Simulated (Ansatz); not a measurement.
## Y: which structure is lowest?

All numbers below come from DFT, revPBE, plane waves (420 eV) with PAW, scalar-relativistic in Ansatz. The PAW files were generated under PBE, with cores re-solved for the functional.

Each structure is relaxed within its own symmetry, so a high-lying one may be dynamically unstable.

**Question.** Rank these structures of yttrium by energy per atom, lowest first.
A. A15
B. hcp
C. bcc
D. simple cubic
E. diamond
F. fcc
G. omega (AlB2-type)
H. dhcp

**Answer.** B (0 meV/atom), H (14 meV/atom), F (33 meV/atom), G (66 meV/atom), C (120 meV/atom), A (251 meV/atom), D (803 meV/atom), E (1987 meV/atom).

```
        structure  ΔE (meV/atom)  V (Å³/atom)                                     cell     magnetic state
              hcp              0        33.86   a = 3.686 Å, c = 5.757 Å (c/a = 1.562)  spin not included
             dhcp             14        33.61  a = 3.644 Å, c = 11.690 Å (c/a = 3.208)  spin not included
              fcc             33        33.57                              a = 5.121 Å  spin not included
omega (AlB2-type)             66        33.51   a = 5.707 Å, c = 3.564 Å (c/a = 0.625)  spin not included
              bcc            120        34.09                              a = 4.085 Å  spin not included
              A15            251        34.96                              a = 6.540 Å  spin not included
     simple cubic            803        36.28                              a = 3.310 Å  spin not included
          diamond           1987        49.50                              a = 7.344 Å  spin not included
```

ΔE counts from hcp.

Differences under about 8 meV lie within the error of the k-point mesh.
